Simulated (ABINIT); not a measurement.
Crystal: FeO (Wuestite).

```
CELL_PARAMETERS angstrom
0.00000 2.15540 2.15540
2.15540 0.00000 2.15540
2.15540 2.15540 0.00000
ATOMIC_POSITIONS crystal
Fe 0.00000 0.00000 0.00000
O 0.50000 0.50000 0.50000
```

Base run:

```yaml
Program: ABINIT 10.8.3 (patched build)
Functional: revPBE
Potentials_or_basis: JTH PAW PBE v2.0
Cutoff: 844 eV
k_mesh: 11 × 11 × 11
Occupations: fermi-dirac, width 0.05 eV
Spin: collinear spin, ferromagnetic start
Starting_moments: "[3.0, 0.0] μB"
```

Its results: band gap on the k mesh none (metal or under the smearing width); pressure 2.8 GPa; net moment 4.00 μB per cell; site moments Fe +3.60; O +0.28 μB.

**Question.** After a change of settings the same cell gave: band gap on the k mesh none (metal or under the smearing width); pressure -8.7 GPa; net moment 4.00 μB per cell; site moments Fe +3.58; O +0.28 μB. Which change was it?
A. functional from revPBE to WC
B. functional from revPBE to PW91
C. functional from revPBE to LDA
D. functional from revPBE to RPBE

**Answer.** A.

WC binds more tightly than revPBE, so the same cell stands under less pressure.

Caveats: the PAW data sets were made with another functional, which shifts forces and pressure a little; a cell with one magnetic atom can't hold antiferromagnetic order, which such compounds often take; semilocal functionals often make such compounds metallic where correlation or magnetic order opens a gap, which also shifts bond lengths.

Runs at the PBE level aren't shown here.
